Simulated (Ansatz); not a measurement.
Start of a relaxation, (110) slab as cut from the bulk (ZrN, Fm-3m (No. 225), (1 1 0) face):

```xyz
14
Lattice="3.2189 0.0000 0.0000 0.0000 4.5522 0.0000 0.0000 0.0000 24.6566" Properties=species:S:1:pos:R:3 pbc="T T T"
Zr    1.6094    2.2761    7.5000
N     1.6094    0.0000    7.5000
Zr    0.0000    0.0000    9.1094
N     0.0000    2.2761    9.1094
Zr    1.6094    2.2761   10.7189
N     1.6094    0.0000   10.7189
Zr    0.0000    0.0000   12.3283
N     0.0000    2.2761   12.3283
Zr    1.6094    2.2761   13.9378
N     1.6094    0.0000   13.9378
Zr    0.0000    0.0000   15.5472
N     0.0000    2.2761   15.5472
Zr    1.6094    2.2761   17.1566
N     1.6094    0.0000   17.1566
```

Theory: DFT PBEsol, scalar-relativistic, plane waves, PAW in Ansatz. Plane waves to 420 eV, a k mesh through Γ of 11×8×1 on the computed 14-atom cell and Gaussian smearing (0.10 eV); no spin polarisation. The cell repeats along c with a dipole correction in the vacuum.

All atoms are free. The cell is fixed. Force threshold 0.02 eV/Å.

```tsv
step	E − E_final (eV)	largest force (eV/Å)
1	0.462	1.568
2	0.090	0.687
3	0.007	0.213
4	0.000	0.022
5	0.000	0.003
```

Problem. What is the final structure?

Solution.
```yaml
crystal:
  lattice:
    - [3.21888, 0.00000, 0.00000]
    - [0.00000, 4.55218, 0.00000]
    - [0.00000, 0.00000, 24.65664]
  atoms:
    - { symbol: Zr, position: [0.50000, 0.50000, 0.30992] }
    - { symbol: N, position: [0.50000, 0.00000, 0.30773] }
    - { symbol: Zr, position: [0.00000, 0.00000, 0.36676] }
    - { symbol: N, position: [0.00000, 0.50000, 0.36784] }
    - { symbol: Zr, position: [0.50000, 0.50000, 0.43380] }
    - { symbol: N, position: [0.50000, 0.00000, 0.43571] }
    - { symbol: Zr, position: [0.00000, 0.00000, 0.50000] }
    - { symbol: N, position: [0.00000, 0.50000, 0.50000] }
    - { symbol: Zr, position: [0.50000, 0.50000, 0.56620] }
    - { symbol: N, position: [0.50000, 0.00000, 0.56429] }
    - { symbol: Zr, position: [0.00000, 0.00000, 0.63324] }
    - { symbol: N, position: [0.00000, 0.50000, 0.63216] }
    - { symbol: Zr, position: [0.50000, 0.50000, 0.69008] }
    - { symbol: N, position: [0.50000, 0.00000, 0.69227] }
```

Spin polarisation was left out, and a magnetic state may lie lower. Charge leaks into the vacuum, so work functions can be off.